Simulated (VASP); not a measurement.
Write the native input for VASP 6.6.1 that does the following.

- Task: single point
- Functional: LDA
- Potentials or basis: VASP PAW LDA potentials, release 64 (Al, N)
- Cutoff: 450 eV
- k mesh: 3 × 3 × 2
- Occupations: gaussian, width 0.03 eV
- Spin: collinear spin, ferromagnetic start
- Fixed moment: 0 μB
- Dq: 1
- Further INCAR settings: LREAL = Auto; ALGO = Normal; EDIFF = 1e-05; ISYM = 0; NELECT = 122.0

The structure of Al16N15 (a cell with a defect) lies in POSCAR:

```
Al16N15                                 
1.0
    6.2200008610      0.0000000000      0.0000000000
   -3.1100004305      5.3866787572      0.0000000000
    0.0000000000      0.0000000000      9.9600000000
  Al              N             
    16    15
Direct
     0.3324441807220634    0.1670222904460495    0.9902093300071012
     0.3327265494305967    0.1676771483052031    0.5018753515674473
     0.3345407145727990    0.6681962535503366    0.9991702466750835
     0.3340209617225492    0.6685076778840678    0.5009248803988815
     0.8314696820365685    0.1649531523478054    0.9991785303756646
     0.8322679576579348    0.1666362135653104    0.5009762172766137
     0.8312936156436743    0.6681911471845400    0.9991907897432344
     0.8320749221741381    0.6683098851620971    0.5009638449121885
     0.1627057646451379    0.3373535192136727    0.2513589831202123
     0.1658251585741052    0.3344126663944044    0.7495553140228143
     0.1628582866031586    0.8285322413341634    0.2512918411547744
     0.1653434733481828    0.8328610381690433    0.7496489715920203
     0.6720822517041342    0.3375441725069583    0.2514720537961099
     0.6667785160658579    0.3340824447957099    0.7497403419101873
     0.6657610642748373    0.8344299649378926    0.2521673575205755
     0.6661724849799630    0.8340440295217320    0.7495063571443937
     0.3325996733513963    0.1670463059225680    0.6926659230455211
     0.3339298226945201    0.6684389855528833    0.1904533386064916
     0.3321347378730060    0.6670945898330857    0.6914501765325334
     0.8315781919467155    0.1661289712349081    0.1904887806674826
     0.8333038975607228    0.1680307176749841    0.6914779551716163
     0.8317354022770925    0.6685584938951283    0.1904558432626904
     0.8327730226746619    0.6666882938294342    0.6914924471320006
     0.1669525874115358    0.3337401230900012    0.4398521132985050
     0.1657444306719788    0.3340057591334965    0.9430902788073854
     0.1667613062520562    0.8359643529369014    0.4398383530278433
     0.1654418507974028    0.8333084227159828    0.9431010047368388
     0.6645679533053446    0.3336363669876948    0.4399454417326071
     0.6662127600190825    0.3338486910382684    0.9432147224249068
     0.6660712532949563    0.8345245916908898    0.4414990581112244
     0.6657465257138040    0.8338214891447888    0.9406581522250522
```

These files were run (other wordings do the same):

INCAR

```
SYSTEM = Al16N15
ALGO     = Normal         ! electronic algorithm
EDIFF    = 1E-5           ! SCF threshold, eV
ENCUT    = 450            ! plane-wave cutoff, eV
ISIF     = 2              ! what is computed and relaxed
ISMEAR   = 0              ! smearing method
ISPIN    = 2              ! spin polarisation
ISYM     = 0            
KPAR     = 4            
LASPH    = .True.         ! aspherical terms in the spheres
LCHARG   = .False.        ! write CHGCAR
LORBIT   = 11             ! projections on sites
LREAL    = Auto         
LWAVE    = .False.        ! write WAVECAR
MAGMOM   = -0.6 0 0 0 0 0 0 0 -0.6 0 -0.6 0 -0.6 0 0 0 0 0 0 0 0 0 0 0 0 0 0 0 0 0 0 ! initial moments
NELECT   = 122.0        
NELM     = 120            ! most SCF steps
NUPDOWN  = 0              ! fixed moment
PREC     = Accurate       ! precision mode
SIGMA    = 0.03           ! smearing width, eV
```

KPOINTS

```
k-points
0
Gamma
  3 3 2
  0 0 0
```

Potentials or basis: VASP PAW LDA potentials, release 64 (Al, N).

Launch:

```console
$ cat potpaw_LDA.64/Al/POTCAR potpaw_LDA.64/N/POTCAR > POTCAR
$ mpirun -np 4 vasp_std > vasp.out
```

It gave:

The largest force is 0.165 eV/Å and the net moment is 0.00 μB per cell. The valence electrons inside the program's atomic spheres are Al 0.81, 0.82, 0.79; N 3.81, 3.82.

Caveat: the k mesh is coarse (spacing up to 0.39 Å⁻¹), so the values aren't converged; the moment is held away from its start; the total moment is fixed, so each spin has its own Fermi level.

Run time: 3.1 min on 4 MPI ranks on Intel(R) Xeon(R) 6975P-C (Granite Rapids), on a shared host, peak memory 0.5 GiB a rank.
